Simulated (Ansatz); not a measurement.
# SnO2: strong compression

An exercise on one series of results from a longer session: the logs are not shown, and one member is left open.

Computed with Ansatz 0.2.0 (DFT PBE, with the methods named in each step, unless a step's input says otherwise).

**Starting point**

It takes space group Fm-3m (No. 225, cubic). Conventional cell: a = 5.143 Å, b = 5.143 Å, c = 5.143 Å, α = 90.00°, β = 90.00°, γ = 90.00°. Around Sn (site symmetry m-3m) lie 8 O at 2.23 Å. O (site symmetry -43m) has 4 Sn at 2.23 Å as nearest neighbours.

As a file:

```xyz
3
Lattice="0.0000 2.5716 2.5716 2.5716 0.0000 2.5716 2.5716 2.5716 0.0000" Properties=species:S:1:pos:R:3 pbc="T T T"
Sn    0.0000    0.0000    0.0000
O     1.2858    1.2858    1.2858
O     3.8574    3.8574    3.8574
```

Whether this phase is the stable one at these pressures isn't tested.

Atoms are numbered in the order of the input: Sn1, O2, O3.

The first run:

Input file input.yaml:

```yaml
crystal:
  lattice:
    - [0.0, 2.5715937714, 2.5715937714]
    - [2.5715937714, 0.0, 2.5715937714]
    - [2.5715937714, 2.5715937714, 0.0]
  atoms:
    - { symbol: Sn, position: [0.0, 0.0, 0.0] }
    - { symbol: O, position: [0.25, 0.25, 0.25] }
    - { symbol: O, position: [0.75, 0.75, 0.75] }
kpoints:
  mp_grid: { grid: [12, 12, 12] }
  band_path:
    path:
      - [0.0, 0.0, 0.0]
      - [0.5, 0.0, 0.5]
      - [0.625, 0.25, 0.625]
      - [0.375, 0.375, 0.75]
      - [0.0, 0.0, 0.0]
      - [0.5, 0.5, 0.5]
      - [0.5, 0.25, 0.75]
      - [0.5, 0.0, 0.5]
    npoints: 14
scf:
  occupations: { method: fermi_dirac, width: 0.08 }
hamiltonian:
  xc: pbe
  pseudopotentials: { kind: all_electron, lapw: { basis_error: 0.001 } }
output:
  forces: true
  stress: true
  eigenvalues: true
  populations: true
  dos: { projected: true, de: 0.2, e_range: [-14, 8] }
```

Started as:

```sh
ansatz run input.yaml --threads 1 --pin off --max-ram 3072MiB --backend cpu --events-out ev --progress --plain --runs-dir out
```

Steps of the session up to this table: The reference volume, LAPW; Volume scaled by 1, crystal datasets; Volume scaled by 1, norm-conserving; Volume scaled by 0.94, LAPW; Volume scaled by 0.88, LAPW; Volume scaled by 0.8, LAPW; Volume scaled by 0.72, LAPW; Volume scaled by 0.72, crystal datasets; Volume scaled by 0.62, LAPW; Volume scaled by 0.62, crystal datasets; Volume scaled by 0.62, norm-conserving.

One table of the session follows, with a row left open; its other results are not shown here.

| method | volume over the first | volume (Å³/atom) | pressure (GPa) |
| --- | --- | --- | --- |
| LAPW | 1 | 11.337 | -0.05 |
| LAPW | 0.94 | 10.657 | 13.37 |
| LAPW | 0.88 | 9.977 | 32.47 |
| LAPW | 0.8 | 9.070 | 71.08 |
| LAPW | 0.72 | 8.163 | 133.54 |
| LAPW | 0.62 | 7.029 | 272.11 |
| PAW | 1 | 11.337 | 0.03 |
| PAW | 0.94 | 10.657 | 13.44 |
| PAW | 0.88 | ? | ? |
| PAW | 0.8 | 9.070 | 71.23 |
| PAW | 0.72 | 8.163 | 133.91 |
| PAW | 0.62 | 7.029 | 273.07 |
| PAW (source ansatz) | 0.62 | 7.029 | 272.22 |
| crystal datasets | 1 | 11.337 | -0.05 |
| crystal datasets | 0.72 | 8.163 | 133.54 |
| crystal datasets | 0.62 | 7.029 | 272.11 |
| norm-conserving | 1 | 11.337 | 0.03 |
| norm-conserving | 0.62 | 7.029 | 274.13 |

**Question.** Estimate the row for PAW, 0.88.

**Answer.** volume (Å³/atom): 9.977; pressure (GPa): 32.53.

Caveats from the session: Warnings in the runs' records: crystal datasets made.
